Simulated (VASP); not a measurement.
Input of a VASP 6.6.1 run:

File INCAR:

```
SYSTEM = TiPt5
PREC = Accurate
ENCUT = 520
EDIFF = 1E-6
ISMEAR = 0
SIGMA = 0.1
LREAL = .FALSE.
LASPH = .TRUE.
NELM = 100
ALGO = Normal
ISIF = 2
LWAVE = .FALSE.
LCHARG = .FALSE.
GGA = PE
NBANDS = 40
```

File KPOINTS:

```
Automatic mesh
0
G
  4 4 6
  0 0 0
```

POSCAR

```
TiPt5
1.0
    5.1017518000      0.0000000000      0.0000000000
    0.0000000000      5.1017518000      0.0000000000
    0.0000000000      0.0000000000      3.6411117900
Ti Pt
1 5
Direct
    0.0000000000      0.0000000000      0.0000000000
    0.2505486500      0.5000000000      0.5000000000
    0.7494513500      0.5000000000      0.5000000000
    0.5000000000      0.2505486500      0.5000000000
    0.5000000000      0.7494513500      0.5000000000
    0.0000000000      0.0000000000      0.5000000000
```

Potentials or basis: VASP PAW PBE potentials, release 64 (Ti_sv, Pt).

Command:

```bash
$ cat potpaw_PBE.64/Ti_sv/POTCAR potpaw_PBE.64/Pt/POTCAR > POTCAR
$ mpirun -np 1 vasp_std > vasp.out
```

**Question.** Estimate the band gap on the k mesh.

**Answer.** None (metal or under the smearing width).

**Question.** What does it give for the pressure?

**Answer.** 220.8 GPa.

**Question.** Predict the largest force.

**Answer.** 53.262 eV/Å.

Stress tensor (GPa, compression positive):
```
264.57   0.00   0.00
  0.00 264.57   0.00
  0.00   0.00 133.35
```

Caveat: a pressure of tens of GPa on the cell as given is suspect, and the run, the potentials or the cell itself is likely at fault; forces of over 1 eV/Å show positions far from the minimum, so gaps and moduli don't describe the material at rest. Spin-orbit coupling is left out, which matters for the levels of Pt.
